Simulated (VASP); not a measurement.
# Sn: convergence, self-consistent run

Sn, Imma (no. 74), 2 atoms in the cell. LAK; PAW potentials Sn_d (PBE set). VASP 6.6.1. The cell is changed on purpose: last atom moved by 0.08 Å along z, cell strained by -1.0% along z.

Wanted: energy within 10 meV/atom; forces within 0.05 eV/Å.

What the run is for: forces; Accuracy asked: screening.

POSCAR:
```
Sn
1.0
    0.0000000000      3.2333428000      3.2010093720
    3.2333428000      0.0000000000      3.2010093720
    3.2333428000      3.2333428000      0.0000000000
Sn
2
Direct
    0.7500000000      0.7500000000      0.7500000000
    0.5123711000      0.5123711000      0.4876289000
```

The series start from Plane-wave cutoff (eV): 310; Smearing width (eV): 0.1; k-point mesh: 10 × 10 × 10; Precision mode (PREC): Accurate; Electronic threshold (eV): 1e-6; Bands in all (NBANDS): 24; Aspherical gradient terms in the spheres (LASPH): yes; Electronic algorithm: ALGO=Normal; Kinetic-energy density mixed (LMIXTAU): LMIXTAU=True; Use of symmetry (ISYM): defaults. Each series keeps the choices made before it, and each single choice may use up half of a tolerance.

## Plane-wave cutoff (eV)

| Plane-wave cutoff (eV) | Energy less reference (meV/atom) | Forces, largest deviation (eV/Å) | SCF iterations | Time (s) |
|---|---|---|---|---|
| 190 | 344 | 0.041 | 23 | 40 |
| 240 | 21 | 0.003 | 20 | 46 |
| 280 | 15 | 0.012 | 22 | 79 |
| 310 | 15 | 0.011 | 24 | 84 |
| 360 | 11 | 0.010 | 26 | 94 |
| 420 | 4 | 0.009 | 22 | 91 |
| 500 | 3 | 0.006 | 20 | 151 |
| 620 (reference) | 0 | 0.000 | 24 | 219 |

## Smearing width (eV)

| Smearing width (eV) | Energy less reference (meV/atom) | Forces, largest deviation (eV/Å) | SCF iterations | Time (s) |
|---|---|---|---|---|
| 0.4 | 0 | 0.003 | 26 | 108 |
| 0.3 | 0 | 0.001 | 23 | 95 |
| 0.2 | 0 | 0.004 | 25 | 112 |
| 0.15 | 0 | 0.002 | 17 | 72 |
| 0.1 | 0 | 0.002 | 22 | 91 |
| 0.05 (reference) | 0 | 0.000 | 23 | 94 |

## k-point mesh

| k-point mesh | Energy less reference (meV/atom) | Forces, largest deviation (eV/Å) | SCF iterations | Time (s) |
|---|---|---|---|---|
| 3 × 3 × 3 | 291 | 0.089 | 22 | 16 |
| 4 × 4 × 4 | 93 | 0.046 | 19 | 24 |
| 5 × 5 × 5 | 35 | 0.017 | 22 | 30 |
| 7 × 7 × 7 | 7 | 0.006 | 20 | 41 |
| 8 × 8 × 8 | 3 | 0.005 | 21 | 56 |
| 10 × 10 × 10 | 1 | 0.006 | 26 | 108 |
| 12 × 12 × 12 (reference) | 0 | 0.000 | 17 | 108 |

## Precision mode (PREC)

| Precision mode (PREC) | Energy less reference (meV/atom) | Forces, largest deviation (eV/Å) | SCF iterations | Time (s) |
|---|---|---|---|---|
| SingleN | -3 | 0.038 | 24 | 35 |
| Normal | 0 | 0.005 | 21 | 34 |
| Single | -1 | 0.020 | 23 | 53 |
| Accurate (reference) | 0 | 0.000 | 21 | 56 |

## Electronic threshold (eV)

| Electronic threshold (eV) | Energy less reference (meV/atom) | Forces, largest deviation (eV/Å) | SCF iterations | Time (s) |
|---|---|---|---|---|
| 0.001 | -1 | 0.005 | 13 | 21 |
| 0.0001 | 0 | 0.002 | 16 | 26 |
| 1e-5 | 0 | 0.005 | 17 | 27 |
| 1e-6 | 0 | 0.003 | 21 | 34 |
| 1e-7 (reference) | 0 | 0.000 | 24 | 38 |

## Bands in all (NBANDS)

| Bands in all (NBANDS) | Energy less reference (meV/atom) | Forces, largest deviation (eV/Å) | SCF iterations | Time (s) |
|---|---|---|---|---|
| 15 | 0 | 0.005 | 13 | 16 |
| 16 | 0 | 0.006 | 13 | 17 |
| 18 | 0 | 0.000 | 15 | 21 |
| 20 | -1 | 0.001 | 14 | 21 |
| 24 | -1 | 0.005 | 13 | 21 |
| 34 (reference) | 0 | 0.000 | 16 | 33 |

## Aspherical gradient terms in the spheres (LASPH)

| Aspherical gradient terms in the spheres (LASPH) | Energy less reference (meV/atom) | Forces, largest deviation (eV/Å) | SCF iterations | Time (s) |
|---|---|---|---|---|
| yes | 0 | 0.000 | 13 | 16 |
| no | 3 | 0.014 | 15 | 14 |

## Electronic algorithm

| Electronic algorithm | Energy less reference (meV/atom) | Forces, largest deviation (eV/Å) | SCF iterations | Time (s) |
|---|---|---|---|---|
| ALGO=Normal | 0 | 0.000 | 13 | 16 |
| ALGO=Fast | 1 | 0.016 | 15 | 21 |
| ALGO=VeryFast | 0 | 0.010 | 23 | 29 |
| ALGO=All ISEARCH=1 | 0 | 0.007 | 12 | 20 |
| ALGO=All ISEARCH=0 | 0 | 0.007 | 12 | 20 |
| ALGO=Damped TIME=0.4 | 1 | 0.007 | 17 | 20 |
| ALGO=Damped TIME=0.1 | 2 | 0.016 | 27 | 31 |

## Kinetic-energy density mixed (LMIXTAU)

| Kinetic-energy density mixed (LMIXTAU) | Energy less reference (meV/atom) | Forces, largest deviation (eV/Å) | SCF iterations | Time (s) |
|---|---|---|---|---|
| LMIXTAU=True | 0 | 0.000 | 13 | 16 |
| LMIXTAU=False | 0 | 0.009 | 12 | 15 |

## Use of symmetry (ISYM)

| Use of symmetry (ISYM) | Energy less reference (meV/atom) | Forces, largest deviation (eV/Å) | SCF iterations | Time (s) |
|---|---|---|---|---|
| defaults | 0 | 0.000 | 13 | 16 |
| ISYM=1 | 0 | 0.006 | 16 | 19 |
| ISYM=0 | 0 | 0.000 | 13 | 31 |
| ISYM=-1 | 0 | 0.005 | 14 | 57 |

## Question

The rows run from the loosest to the tightest (no order: aspherical gradient terms in the spheres, electronic algorithm, kinetic-energy density mixed, use of symmetry). For each series: choose the loosest value from which every tighter one stays within half of the tolerance; where there is no order, keep the first row unless others stay within half of the tolerance and take at least 30 % less time, and then take the fastest.

## Answer

- Plane-wave cutoff (eV): 420
- Smearing width (eV): 0.4
- k-point mesh: 8 × 8 × 8
- Precision mode (PREC): Normal
- Electronic threshold (eV): 0.001
- Bands in all (NBANDS): 15
- Aspherical gradient terms in the spheres (LASPH): yes
- Electronic algorithm: ALGO=Normal
- Kinetic-energy density mixed (LMIXTAU): LMIXTAU=True
- Use of symmetry (ISYM): defaults

## All choices together

| Input | Energy less reference (meV/atom) | Forces, largest deviation (eV/Å) | Time (s) |
|---|---|---|---|
| the program's defaults (naive) | 120 | 0.058 | 2.8 |
| chosen settings | 8 | 0.007 | 16 |
| reference settings throughout | 0 | 0.000 | 496 |

The tolerance is met.

Values of the reference run: Forces: 0, 0, 0.7605, 0, 0, -0.7605 eV/Å.

## The input

INCAR:
```
METAGGA = LAK ; ISMEAR = 2
SIGMA = 0.4 ; LWAVE = F
LCHARG = F ; ISIF = 2
PREC = Normal ; LASPH = T
LREAL = F ; ALGO = Normal
EDIFF = 0.001 ; NELM = 120
GGA_COMPAT = F ; ENCUT = 420
LMIXTAU = T ; KPAR = 8
NBANDS = 15
```

KPOINTS:
```
Automatic mesh
0
Gamma
  8 8 8
  0 0 0
```

Commands:
```
cat potpaw_PBE.64/Sn_d/POTCAR > POTCAR
mpirun -np 8 vasp_std > vasp.out
```

The chosen input took VASP 6.6.1 16 s on 8 cores (AMD EPYC 9R45 (Zen 5)), a shared host.

## An input that fails: mixing far too strong

VASP's message: ERROR FEXCP: supplied Exchange-correletion table is too small, maximal index : 5060.

Changes against the starting input:
```
- NELM = 120
+ NELM = 96
+ IMIX = 1
+ AMIX = 2.5
+ BMIX = 0.0001
```
